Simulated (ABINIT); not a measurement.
Runs of ABINIT 10.8.3 (patched build) on PtSe2 (Sudovikovite). It takes space group P-3m1 (No. 164, trigonal). The conventional cell has a = 3.724 Å, b = 3.724 Å, c = 5.062 Å, α = 90.00°, β = 90.00°, γ = 120.00°. Pt (site symmetry -3m) has 6 Se at 2.49 Å as nearest neighbours. Se (site symmetry 3m) has 3 Pt at 2.49 Å as nearest neighbours. 

```tsv
task	level	potentials or basis	k mesh	cutoff (eV)	fine-grid cutoff	gap on the mesh (eV)	pressure (GPa)	largest force (eV/Å)
single point	PBEsol	PseudoDojo NC SR PBEsol v0.4.1 standard	8 × 8 × 5	1170	-	none	2.0	0.33
band structure	LDA-Teter	JTH PAW LDA v2.0	8 × 8 × 5	544	1088.46 eV	none	0.0	0.27
band structure	PBEsol	JTH PAW PBE v2.0	8 × 8 × 5	544	1088.46 eV	none	2.8	0.45
single point	r2SCAN	JTH PAW PBE v2.0	6 × 6 × 4	653	1251.72 eV	none	-	(b)
band structure	LDA-PZ	JTH PAW LDA v2.0	8 × 8 × 5	544	1088.46 eV	none	(a)	0.28
```

Alike in all rows: no spin polarisation; cell as given; smearing fermi-dirac 0.05 eV.

Task: Fill in the values left out.

Result: (a) -0.1; (b) 0.41.

Caveats: the PAW data sets were made with another functional, which shifts forces and pressure a little (some runs).

A k mesh can miss the band edges, and the runs leave out spin-orbit coupling on Pt, Se.

A gap of «none» marks a metal or a gap under the smearing width.

Not every run made on this cell is shown here.
